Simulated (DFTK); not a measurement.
Runs of DFTK 0.8.2 on Ir. The structure is cubic, space group Fm-3m (No. 225). Conventional cell: a = 3.831 Å, b = 3.831 Å, c = 3.831 Å, α = 90.00°, β = 90.00°, γ = 90.00°. Ir (site symmetry m-3m) has 12 Ir at 2.71 Å as nearest neighbours. 

```csv
task,level,potentials or basis,k mesh,cutoff (eV),mesh quality,gap on the mesh (eV),V0 of scaled cells (Å³/atom),B0 (GPa)
equation of state,PBEsol,SG15 1.2 (PBE),9 × 9 × 9,1225,not flagged,-,14.04,390
equation of state,r2SCAN,"cp2k.nc.sr.pbe.v0_1.semicore.gth (PBE, GTH)",7 × 7 × 7,2068,coarse,-,14.04,(a)
band structure,BJ06,"in-house norm-conserving set (r2SCAN, scalar relativistic)",12 × 12 × 12,925,not flagged,none,-,-
band structure,BJ06,"in-house norm-conserving set (r2SCAN, scalar relativistic)",11 × 11 × 11,925,not flagged,none,-,-
```

Alike in all rows: no spin polarisation; cell as given; smearing fermi-dirac 0.05 eV.

Fill in the values left out.

(a) 387.

Caveats: some runs use coarse meshes; the potentials were made for another functional, which shifts forces and pressure; the program leaves the constant c of mgga_x_tb09 at 1, so the potential is Becke-Johnson's (BJ06) and not Tran and Blaha's, with levels but no total energy (some runs); GTH potentials come without recommended cutoffs, and this one wasn't checked for convergence (some runs); the program warned that the kinetic-energy density falls under its von Weizsäcker bound, which can give unphysical results (some runs).

A k mesh can miss the band edges, and the runs leave out spin-orbit coupling on Ir.

A gap of «none» marks a metal or a gap under the smearing width.

Not every run made on this cell is shown here.
